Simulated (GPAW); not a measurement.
# Er (P6_3/mmc) in GPAW: single point with PBE

Aim: the single point of Er with PBE.

Everything below comes from runs of GPAW 26.7.0. Logs are shortened: lines on timing, memory, paths and dates and some standing lists are left out, and cuts for length are marked. The log counts tension as positive stress, the text compression.

### 1 The structure

It takes space group P6_3/mmc (No. 194, hexagonal). The conventional cell has a = 3.559 Å, b = 3.559 Å, c = 5.587 Å, α = 90.00°, β = 90.00°, γ = 120.00°. Around Er (site symmetry -6m2) lie 12 Er at 3.47 to 3.56 Å.

### 2 Single point, PBE, collinear spin, ferromagnetic start

Contents of run.py:

```python
from ase import Atoms
from ase.dft.bandgap import bandgap
from ase.io import write
from ase.units import GPa
from gpaw import GPAW, PW

atoms = Atoms(['Er', 'Er'],
              cell=[[3.5588, 0.0, 0.0],
                    [-1.7794, 3.082011207, 0.0],
                    [0.0, 0.0, 5.5874]],
              scaled_positions=[[0.6666666667, 0.3333333333, 0.75],
                                [0.3333333333, 0.6666666667, 0.25]],
              pbc=True)
atoms.set_initial_magnetic_moments([4.5, 4.5])

calc = GPAW(mode=PW(800),
            xc='PBE',
            kpts={'size': (9, 9, 5), 'gamma': True},
            occupations={'name': 'fermi-dirac', 'width': 0.05},
            nbands=42,
            convergence={'density': 1e-05, 'energy': 1e-05},
            maxiter=150,
            txt='gpaw.txt')
atoms.calc = calc
energy = atoms.get_potential_energy()
forces = atoms.get_forces()
stress = atoms.get_stress()
calc.write('gs.gpw')
write('result.traj', atoms)
print(f'Energy: {energy:.6f} eV')
print('Forces (eV/A):')
print(forces.round(4))
print('Stress (GPa):', (stress / GPa).round(3))
print('Moments:', calc.get_magnetic_moments().round(3))
print('Fermi level:', round(calc.get_fermi_level(), 4), 'eV')
print(f'Gap: {bandgap(calc)[0]:.4f} eV, direct: {bandgap(calc, direct=True)[0]:.4f} eV')
```

Potentials or basis: GPAW PAW data sets (gpaw-data 1.2.1), pw.

Run with:

```
> OMP_NUM_THREADS=1 python run.py
```

gpaw.txt:

```text
__  _  _
 | _ |_)|_||  |
 |__||  | ||/\| - 26.7.0

Input parameters:
  mode=PW(ecut=800.0),
  convergence={'density': 1e-05, 'energy': 1e-05},
  kpts=MonkhorstPack(size=(9, 9, 5), gamma=True),
  maxiter=150,
  nbands=42,
  occupations=Occupations(name='fermi-dirac', width=0.05),
  xc=XC(name='PBE')

Diagonalizing LCAO Hamiltonian
Converting LCAO to pw mode

           Er

        Er

Atoms  # Å, Bohr magnetons
|   | symbol |         x |        y |        z |    initial magnetic moments |
|---|--------|-----------|----------|----------|-----------------------------|
| 0 |     Er |  1.779400 | 1.027337 | 4.190550 | ( 0.0000,  0.0000,  4.5000) |
| 1 |     Er | -0.000000 | 2.054674 | 1.396850 | ( 0.0000,  0.0000,  4.5000) |

Unit cell  # Å
| periodic |         x |        y |        z |  lengths |     angles |
|----------|-----------|----------|----------|----------|------------|
|      yes |  3.558800 | 0.000000 | 0.000000 | 3.558800 |  90.000000 |
|      yes | -1.779400 | 3.082011 | 0.000000 | 3.558800 |  90.000000 |
|      yes |  0.000000 | 0.000000 | 5.587400 | 5.587400 | 120.000000 |

Number of symmetries: 12
Symmetry operations  # r_c * U_cc + t_c -> r_c
|    | kind |            matrix            |
|----|------|------------------------------|
|  0 |  σ   |  1, 1, 0,  0,-1, 0,  0, 0, 1 |
|  1 |  S6  |  1, 1, 0, -1, 0, 0,  0, 0,-1 |
|  2 |  E   |  1, 0, 0,  0, 1, 0,  0, 0, 1 |
|  3 |  C2  |  1, 0, 0, -1,-1, 0,  0, 0,-1 |
|  4 |  C2  |  0, 1, 0,  1, 0, 0,  0, 0,-1 |
|  5 |  C3  |  0, 1, 0, -1,-1, 0,  0, 0, 1 |
|  6 |  S6  |  0,-1, 0,  1, 1, 0,  0, 0,-1 |
|  7 |  σ   |  0,-1, 0, -1, 0, 0,  0, 0, 1 |
|  8 |  σ   | -1, 0, 0,  1, 1, 0,  0, 0, 1 |
|  9 |  i   | -1, 0, 0,  0,-1, 0,  0, 0,-1 |
| 10 |  C3  | -1,-1, 0,  1, 0, 0,  0, 0, 1 |
| 11 |  C2  | -1,-1, 0,  0, 1, 0,  0, 0,-1 |

BZ-sampling:
  Number of BZ points: 405
  Number of IBZ points: 50

  Monkhorst-Pack size: [9, 9, 5]
  Monkhorst-Pack shift: [0, 0, 0]

K-points  # in reciprocal-cell coordinates
|     |                                coordinates |     weight |
|-----|--------------------------------------------|------------|
|   0 | (  0.00000000,   0.00000000,   0.00000000) | 0.00246914 |
|   1 | (  0.00000000,   0.00000000,   0.20000000) | 0.00493827 |
|   2 | (  0.00000000,   0.00000000,   0.40000000) | 0.00493827 |
|   3 | (  0.11111111,   0.00000000,  -0.40000000) | 0.01481481 |
|   4 | (  0.11111111,   0.00000000,  -0.20000000) | 0.01481481 |
|   5 | (  0.11111111,   0.00000000,   0.00000000) | 0.01481481 |
|   6 | (  0.11111111,   0.00000000,   0.20000000) | 0.01481481 |
|   7 | (  0.11111111,   0.00000000,   0.40000000) | 0.01481481 |
|   8 | (  0.22222222,  -0.11111111,   0.00000000) | 0.01481481 |
|   9 | (  0.22222222,  -0.11111111,   0.20000000) | 0.02962963 |
| ... |                                            |            |
|  49 | (  0.44444444,   0.44444444,   0.40000000) | 0.02962963 |

Plane wave coefficients: 3165
Cutoff: 800.0 eV

Spin-components: 2 (collinear spins)
Bands:           42
Projectors:      16
Spin-degeneracy: 1
Datatype:        complex128

Parallelization:
  kpt:    1
  domain: 1
  band:   1

Density:
  Valence electrons: 44.0
  Components: 2
  Grid points: [24 24 40]
  Charge: 0.0  # |e|

Potential:
  Grid points: [24 24 40]

species:
  Er:
    name:    Erbium
    Z:       68.0
    valence: 22
    core:    46
    charge:  0.0  # [|e|]
    compensation charges:
      type: gauss
      rc: 0.35  # [Å]
      lmax: 2
    cutoffs:
      filter: 1.16  # [Å]
      core: 1.71  # [Å]
    projectors
    | kind |    occ | energy [eV] | rcut [Å] |
    |------|--------|-------------|----------|
    |   5s |  2.000 |     -51.863 |    1.164 |
    |   6s |  2.000 |      -3.832 |    1.164 |
    |   5p |  6.000 |     -26.385 |    1.164 |
    |   6p |  0.000 |      -1.134 |    1.164 |
    |   5d |  0.000 |      -0.915 |    1.164 |
    |   4f | 12.000 |      -3.131 |    1.164 |
    |    d |        |      26.296 |    1.164 |
    |    f |        |      24.080 |    1.164 |

    Using partial waves for Er as LCAO basis

Reference energy: -712193.659413  # eV

eigensolver:
  PPCG
  Converge bands: occupied
  niter=2

density mixing:
  MSR1-Mixer
  Pratt-step length: 0.05
  Maximum mixing coefficient: 0.75
  Old densities: 10
  SVD Regularization: 0.005
  Good broyden scale: 1.0
  Trust region scale: 1.0
  Backstep threshold: 4.0
  History deletion threshold: 6.0
  Fourier metric: weight=20.0, sigma=0.015

occupation numbers:
  Fermi-Dirac:
    width: 0.0500  # eV

poisson solver:
  ecut: 6400.0  # eV

xc functional:
  name: PBE with 2 nearest neighbor stencil

convergence criteria:
- Maximum integral of absolute [dens]ity change: 1e-05 electrons / valence electron
- Maximum [total energy] change in last 3 cyles: 1e-05 eV / valence electron
- Maximum integral of absolute [eigenst]ate change: 4e-08 eV^2 / valence electron
maximum number of iterations: 150

SCF iterations
|iter     | |      energy | eigst |  dens |  magmom |
|---------|-|-------------|-------|-------|---------|
|iter:   1| | -118.782021 | +1.14 |       |  +8.2110|
|iter:   2| |  -81.128239 | -1.13 | -0.27 |  +7.8004|
|iter:   3| | -529.651955 | +1.93 | -0.30 |  +2.6055|
|iter:   4| |  -18.016268 | +1.43 | +0.05 |  +2.5909|
|iter:   5| |  -29.001780 | +0.55 | -0.29 |  +4.8289|
|iter:   6| |  -11.228070 | -0.09 | -0.44 |  +2.1487|
|iter:   7| |  -14.523758 | -0.29 | -0.44 |  +4.2061|
|iter:   8| |   -5.269620 | -0.65 | -0.55 |  +3.1862|
|iter:   9| |   -5.663421 | -1.28 | -0.78 |  +3.8949|
|iter:  10| |   -5.450820 | -1.29 | -0.98 |  +3.5853|
|iter:  11| |  -12.789679 | -0.67 | -0.79 |  +4.7228|
|iter:  12| |  -11.476710 | -0.41 | -0.56 |  +3.6350|
|iter:  13| |   -4.792255 | -1.12 | -0.47 |  +4.4430|
|iter:  14| |   -4.792773 | -2.54 | -1.35 |  +4.8258|
|iter:  15| |   -4.811497 | -3.85 | -1.89 |  +4.8506|
|iter:  16| |   -4.802112 | -4.28 | -1.83 |  +4.8484|
|iter:  17| |   -4.806350 | -4.62 | -2.16 |  +4.7685|
|iter:  18| |   -4.812050 | -4.52 | -2.32 |  +4.6248|
|iter:  19| |   -4.814088 | -4.56 | -2.49 |  +4.5438|
|iter:  20| |   -4.815087 | -4.79 | -2.68 |  +4.4893|
|iter:  21| |   -4.815920 | -4.94 | -2.82 |  +4.4232|
|iter:  22| |   -4.815876 | -6.42 | -3.27 |  +4.4181|
|iter:  23| |   -4.815929c| -6.86 | -3.38 |  +4.4208|
|iter:  24| |   -4.815872c| -7.27 | -3.85 |  +4.4182|
|iter:  25| |   -4.815902c| -7.90c| -4.03 |  +4.4189|
|iter:  26| |   -4.815896c| -7.32 | -4.36 |  +4.4186|
|iter:  27| |   -4.815905c| -7.55c| -4.66 |  +4.4192|
|iter:  28| |   -4.815901c| -7.58c| -4.57 |  +4.4192|
|iter:  29| |   -4.815901c| -8.48c| -5.30c|  +4.4192|

Converged in 29 steps
Energy contributions relative to reference atoms: (reference = -712193.659413)

Energy contributions:
  Kinetic:         -93.186035
  Coulomb:          87.448149
  Zero:              1.487547
  External:          0.000000
  Xc:               -0.404799
  Entropy:          -0.321527
  Spinorbit:         0.000000
  ----------------------------
  Free energy:      -4.976665
  Extrapolated:     -4.815901

dipole moment: (0.000001, 0.000001, 0.000002)  # |e|*Ang

Total magnetic moment: (0.000000, 0.000000, 4.419185)

Local magnetic moments
|        x |        y |        z |
|----------|----------|----------|
| 0.000000 | 0.000000 | 2.330390 |  # Er   0
| 0.000000 | 0.000000 | 2.330390 |  # Er   1

Fermi level: 8.191
Eigenvalues  # (at kpt = [0.000, 0.000, 0.000])
| band index |      eig [eV] | occ [0-1] |      eig [eV] | occ [0-1] |
|------------|---------------|-----------|---------------|-----------|
|          0 |       -40.870 |     1.000 |       -39.875 |     1.000 |
|        ... |               |           |               |           |
|         14 |         6.289 |     1.000 |         8.105 |     0.847 |
|         15 |         6.289 |     1.000 |         8.105 |     0.847 |
|         16 |         6.328 |     1.000 |         8.132 |     0.766 |
|         17 |         6.328 |     1.000 |         8.132 |     0.766 |
|         18 |         6.368 |     1.000 |         8.145 |     0.713 |
|         19 |         6.394 |     1.000 |         8.145 |     0.713 |
[... 8 lines left out ...]
|         28 |        11.640 |     0.000 |        11.755 |     0.000 |
|         29 |        11.640 |     0.000 |        11.755 |     0.000 |
|        ... |               |           |               |           |
|         41 |        24.192 |     0.000 |        24.255 |     0.000 |

No gap
No difference between direct/indirect transitions

Forces  # eV/Ang
|       x |        y |        z |
|---------|----------|----------|
| 0.00000 |  0.00000 |  0.00005 |  # Er   0
| 0.00000 | -0.00000 | -0.00005 |  # Er   1

Stress tensor  # eV/Ang^3
|         x |         y |         z |
|-----------|-----------|-----------|
| -0.012445 |  0.000000 |  0.000000 |
|  0.000000 | -0.012445 |  0.000000 |
|  0.000000 |  0.000000 | -0.025867 |

# Writing to gs.gpw (mode='')
```

Run time: 12 min. Hardware: 1 thread of Arm Neoverse V1, shared host; peak memory 0.45 GiB.

Results:

* Free energy: -4.9767 eV
* Pressure: 2.7 GPa
* Band gap on the k mesh: none (metal or under the smearing width)
* Net moment: 4.42 μB per cell
* Site moments: Er +2.33 μB

Stress tensor (GPa, compression positive):
```
1.99 0.00 0.00
0.00 1.99 0.00
0.00 0.00 4.14
```

Levels at points of the mesh, in eV from the Fermi level:
Spin up:
```tsv
k point	band 20	band 21	band 22	band 23	band 24	band 25	band 26	band 27	band 28	band 29
(0.00, 0.00, 0.00)	-1.80	-1.80	-1.77	-1.76	-1.71	1.39	2.67	2.67	3.09	3.45
```
Spin down:
```tsv
k point	band 18	band 19	band 20	band 21	band 22	band 23
(0.00, 0.00, 0.00)	-0.06	-0.05	-0.05	0.02	0.02	0.06
```

Caveat: one-centre terms of the f shell are cut off; the magnetic or orbital state may not be the lowest; spin-orbit coupling is left out, which moves the levels of the heavy elements. The state reached can hang on the start; a lower one may exist.
